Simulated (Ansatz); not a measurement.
Free-standing chains of the atoms of InP, named by their start (strip: triangular double chain, ladder: square double chain); atoms and period are relaxed, and energies count from relaxed bulk InP (F-43m, 26.46 Å³/atom, gap on the mesh 0.44 eV).

Theory: DFT PBE, scalar-relativistic, plane waves, PAW (Ansatz 0.2.0).

Cutoff 420 eV, Gaussian smearing of 0.05 eV, energies at zero smearing, symmetry of each start kept, collinear spin where a moment is listed.

| start | atoms | k mesh | excess energy (eV per host atom) | period (Å) | gap on the mesh (eV) | highest filled level or Fermi level under vacuum (eV) | size of the moment (μB per cell) |
| --- | --- | --- | --- | --- | --- | --- | --- |
| linear chain | 2 | 1×1×14 | 1.434 | 4.762 | 0 | 5.05 | 0.44 |
| dimerised chain | 2 | 1×1×14 | 1.434 | 4.763 | 0 | 5.06 | 0.44 |
| zigzag chain | 2 | 1×1×16 | 1.142 | 4.317 | 0.39 | - | 0.00 |
| ladder chain | 4 | 1×1×14 | 0.902 | 5.084 | 0 | 4.88 | 0.43 |
| strip chain | 2 | 1×1×26 | 1.210 | 2.691 | 0 | - | 0.11 |

Each run keeps its start's symmetry and one magnetic start, so lower states can exist. Rows stand on unlike meshes and boxes, so starts that end alike can differ by a few hundredths of an eV per atom.

Cost: 5 runs of about 7.9 core-minutes in all, on Arm Neoverse V2 (shared hosts).